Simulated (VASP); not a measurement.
# ZrS2 (P-3m1) in VASP: a series of runs, part 2 of 2

VASP 6.6.1.

### Step 4. Band structure, LDA

This run uses another cell than the first one, of 21.17 Å³/atom, 1.100 times its volume.

File INCAR:

```
  ALGO = Normal
  EDIFF = 1E-6
  ENCUT = 300
  GGA = CA
  ISIF = 2
  ISMEAR = 0
  LASPH = True
  LCHARG = False
  LMAXMIX = 4
  LREAL = False
  LWAVE = False
  NELM = 80
  PREC = Accurate
  SIGMA = 0.02
```

File KPOINTS:

```
k-points
0
Gamma
  4 4 2
```

File POSCAR:

```
ZrS2                                    
1.0
    3.6121476951     -0.0000000001     -0.0000000000
   -1.8060738428      3.1282116631      0.0000000000
   -0.0000000000     -0.0000000000      5.6192809029
  Zr              S             
     1     2
Direct
     0.0000000000000000    0.0000000000000000    0.0000000000000000
     0.6666666699999979    0.3333333300000021    0.7435219026007009
     0.3333333300000021    0.6666666699999979    0.2564780973992990
```

File KPOINTS_OPT:

```
path GMKGALHA,LM,KH
20
line-mode
reciprocal
 0.0000000000  0.0000000000  0.0000000000  G
 0.5000000000  0.0000000000  0.0000000000  M

 0.5000000000  0.0000000000  0.0000000000  M
 0.3333333333  0.3333333333  0.0000000000  K

 0.3333333333  0.3333333333  0.0000000000  K
 0.0000000000  0.0000000000  0.0000000000  G

 0.0000000000  0.0000000000  0.0000000000  G
 0.0000000000  0.0000000000  0.5000000000  A

 0.0000000000  0.0000000000  0.5000000000  A
 0.5000000000  0.0000000000  0.5000000000  L

 0.5000000000  0.0000000000  0.5000000000  L
 0.3333333333  0.3333333333  0.5000000000  H

 0.3333333333  0.3333333333  0.5000000000  H
 0.0000000000  0.0000000000  0.5000000000  A

 0.5000000000  0.0000000000  0.5000000000  L
 0.5000000000  0.0000000000  0.0000000000  M

 0.3333333333  0.3333333333  0.0000000000  K
 0.3333333333  0.3333333333  0.5000000000  H
```

Potentials or basis: VASP PAW LDA potentials, release 64 (Zr_sv, S).

Command:

```console
> cat potpaw_LDA.64/Zr_sv/POTCAR potpaw_LDA.64/S/POTCAR > POTCAR
> mpirun -np 1 vasp_std > vasp.out
```

OUTCAR:

```text
EDIFF = 1E-6
   ENCUT = 300
   GGA = CA
   ISIF = 2
   ISMEAR = 0
   LASPH = True
   LREAL = False
   NELM = 80
   PREC = Accurate

 ion  position               nearest neighbor table
   1  0.000  0.000  0.000-   2 2.54   3 2.54   3 2.54   2 2.54   2 2.54   3 2.54
   2  0.667  0.333  0.744-   1 2.54   1 2.54   1 2.54
   3  0.333  0.667  0.256-   1 2.54   1 2.54   1 2.54

  LATTYP: Found a hexagonal cell.
 ALAT       =     3.6121476951
 C/A-ratio  =     1.5556619987

  Lattice vectors:

 A1 = (   3.6121476951,  -0.0000000001,   0.0000000000)
 A2 = (  -1.8060738428,   3.1282116631,   0.0000000000)
 A3 = (   0.0000000000,   0.0000000000,   5.6192809029)

Analysis of symmetry for initial positions (statically):
=====================================================================
 Subroutine PRICEL returns:
 Original cell was already a primitive cell.

 Routine SETGRP: Setting up the symmetry group for a
 hexagonal supercell.

 Subroutine GETGRP returns: Found 12 space group operations
 (whereof 12 operations were pure point group operations)
 out of a pool of 24 trial point group operations.

The static configuration has the point symmetry D_3d.

Analysis of symmetry for dynamics (positions and initial velocities):
=====================================================================
 Subroutine PRICEL returns:
 Original cell was already a primitive cell.

 Routine SETGRP: Setting up the symmetry group for a
 hexagonal supercell.

 Subroutine GETGRP returns: Found 12 space group operations
 (whereof 12 operations were pure point group operations)
 out of a pool of 24 trial point group operations.

[... 98 lines left out ...]
   EMIN   =  10.00;   EMAX   =-10.00  energy-range for DOS
   EFERMI =   0.00;   METHOD = LEGACY
   ISMEAR =     0;   SIGMA  =   0.02  broadening in eV -4-tet -1-fermi 0-gaus
   EFERMI_NEDOS =   21; number of points for ismear=-14 and -15
   IALGO  =     38    algorithm
   IMIX   =      4    mixing-type and parameters
     AMIX     =   0.40;   BMIX     =  1.00
     AMIX_MAG =   1.60;   BMIX_MAG =  1.00
  volume/ion in A,a.u.               =      21.17       142.83
  Fermi-wavevector in a.u.,A,eV,Ry     =   1.183671  2.236814 19.062820  1.401078
  Thomas-Fermi vector in A             =   2.319901
   LORBIT       =      0    0 simple, 1 ext, 2 COOP (PROOUT), +10 PAW based schemes
   GGA     = CA    functional components
   LHFCALC =     F    Hartree Fock is set to
   AEXX    =    0.0000 exact exchange contribution
   IVDW    =     0    specifies the selected vdW correction
   LEPSILON=     F    determine dielectric tensor
   LRPA    =     F    only Hartree local field effects (RPA)
 non-spin polarized calculation
 Gauss-broadening in eV      SIGMA  =   0.02
  energy-cutoff  :      300.00
  volume of cell :       63.50
 maximum number of plane-waves:       756
   NGX = 11   NGY = 11   NGZ = 15

 number of electron      24.0000007 magnetization

 Free energy of the ion-electron system (eV)
  ---------------------------------------------------
  ext. energy  EPLUGINS =         0.00000000
  ---------------------------------------------------
  free energy    TOTEN  =       -23.29501048 eV

  energy without entropy =      -23.29501048  energy(sigma->0) =      -23.29501048

 E-fermi :   5.6587     XC(G=0): -10.2985

 val. band max:        5.5525177825   @ k =   0.0000   0.0000   0.0000
 cond. band min:       5.9901531907   @ k =   0.5000   0.0000   0.5000
 fundamental gap:      0.4376354082
 Fermi energy:         5.6586979637

 k-point     1 :       0.0000    0.0000    0.0000
  band No.  band energies     occupation
      1     -43.3178      2.00000
      2     -21.5972      2.00000
      3     -21.4053      2.00000
      4     -21.4053      2.00000
      5      -7.6293      2.00000
      6      -5.8316      2.00000
[... 129 lines left out ...]
      3     -21.5420      2.00000
      4     -21.5228      2.00000
      5      -6.3530      2.00000
      6      -6.0745      2.00000
[... 8 lines left out ...]
     15       8.7590      0.00000
     16      10.2830      0.00000

------------------------ aborting loop because EDIFF is reached ----------------------------------------

  FORCE on cell =-STRESS in cart. coord.  units (eV):
  Direction    XX          YY          ZZ          XY          YZ          ZX
  --------------------------------------------------------------------------------------
  -------------------------------------------------------------------------------------
  Total       -0.0328359     -0.0328359     -0.0605170     -0.0000000      0.0000000     -0.0000000
  in kB       -0.8285463     -0.8285463     -1.5270239     -0.0000000      0.0000000     -0.0000000
  external PRESSURE =      -1.0613722 kB  Pullay stress =       0.0000000 kB

 VOLUME and BASIS-vectors are now :
 -----------------------------------------------------------------------------
  energy-cutoff  :      300.00
  volume of cell :       63.50
      direct lattice vectors                 reciprocal lattice vectors
     3.612147695 -0.000000000  0.000000000     0.276843608  0.159835731  0.000000000
    -1.806073843  3.128211663  0.000000000     0.000000000  0.319671463  0.000000000
     0.000000000  0.000000000  5.619280903     0.000000000  0.000000000  0.177958713

 POSITION                                       TOTAL-FORCE (eV/Angst)
 -----------------------------------------------------------------------------------
      0.00000      0.00000      0.00000         0.000000      0.000000     -0.000000
      1.80607      1.04274      4.17806         0.000000      0.000000     -0.001776
     -0.00000      2.08547      1.44122        -0.000000      0.000000      0.001776
 -----------------------------------------------------------------------------------
    total drift:                                0.000000      0.000000      0.000000

  FREE ENERGIE OF THE ION-ELECTRON SYSTEM (eV)
  ---------------------------------------------------
  free  energy   TOTEN  =       -23.2950104841 eV

  energy  without entropy=      -23.2950104841  energy(sigma->0) =      -23.29501048
```

stdout:

```text
POSCAR found type information on POSCAR ZrS
 POSCAR found :  2 types and       3 ions
 scaLAPACK will be used
 LDA part: xc-table for (Slater(with rela. corr.)+CA(PZ))
 , standard interpolation
 POSCAR, INCAR and KPOINTS ok, starting setup
 FFT: planning ... GRIDC
 FFT: planning ... GRID_SOFT
 FFT: planning ... GRID
 WAVECAR not read
 entering main loop
 Start KPOINTS_OPT (optional k-point list driver)
k-point batch [1-8\180]
k-point batch [9-16\180]
k-point batch [17-24\180]
k-point batch [25-32\180]
k-point batch [33-40\180]
k-point batch [41-48\180]
[... 15 lines left out ...]
k-point batch [169-176\180]
k-point batch [177-180\180]
```

Run time: 17 s. Hardware: 1 thread of Intel Xeon 6975P-C (Granite Rapids), shared host; peak memory 0.13 GiB.

Results:

```yaml
Free_energy: -23.2950 eV
Pressure: -0.1 GPa
Band_gap_on_the_k_mesh: 0.44 eV, indirect (least direct gap 1.20 eV)
Band_gap_along_the_path: 0.44 eV, indirect (least direct gap 1.19 eV)
```

Levels at the corners of the path, in eV from the valence-band top:
```
point  band 9  band 10  band 11  band 12  band 13  band 14  band 15  band 16
    Γ   -3.19    -0.29    -0.29     0.00     1.19     1.19     1.95     4.60
    M   -2.88    -2.82    -2.35    -1.60     0.67     3.04     3.39     5.73
    M   -2.88    -2.82    -2.35    -1.60     0.67     3.04     3.39     5.73
    K   -3.89    -2.47    -2.47    -1.63     1.86     2.97     2.97     4.79
    K   -3.89    -2.47    -2.47    -1.63     1.86     2.97     2.97     4.79
    Γ   -3.19    -0.29    -0.29     0.00     1.19     1.19     1.95     4.60
    Γ   -3.19    -0.29    -0.29     0.00     1.19     1.19     1.95     4.60
    A   -3.12    -2.38    -0.53    -0.53     1.13     1.13     2.39     5.24
    A   -3.12    -2.38    -0.53    -0.53     1.13     1.13     2.39     5.24
    L   -3.08    -2.66    -1.14    -0.88     0.44     3.03     3.38     4.94
    L   -3.08    -2.66    -1.14    -0.88     0.44     3.03     3.38     4.95
    H   -3.37    -2.55    -2.09    -2.09     2.01     2.50     2.50     5.60
    H   -3.37    -2.55    -2.09    -2.09     2.01     2.50     2.50     5.60
    A   -3.12    -2.38    -0.53    -0.53     1.13     1.13     2.39     5.24
    L   -3.08    -2.66    -1.14    -0.88     0.44     3.03     3.38     4.94
    M   -2.88    -2.82    -2.35    -1.60     0.67     3.04     3.39     5.73
    K   -3.89    -2.47    -2.47    -1.63     1.86     2.97     2.97     4.79
    H   -3.37    -2.55    -2.09    -2.09     2.01     2.50     2.50     5.60
```

Caveat: the k mesh is coarse (spacing up to 0.56 Å⁻¹), so the values aren't converged; the cutoff is under 1.25 times the usual one of these potentials, so pressure, stress and relaxed cells hold a basis-set (Pulay) error.

### Step 5. Comparison with measurements

Step 3. Against the measured gap of ZrS2, 1.68 eV (indirect; quoted in “Stress-Tuned Optical Transitions in Layered 1T-MX2 (M= Hf, Zr, Sn; X= S, Se) Crystals”, 2022, arxiv:2210.12074), the calculated 0.78 eV is off by -0.90 eV. Spin-orbit coupling on Zr is left out. The value is that of PBEsol, without temperature or zero-point motion. Semilocal functionals fall short of measured gaps as a rule. The cell is a database's relaxed one, not the measured one, which moves gaps too.
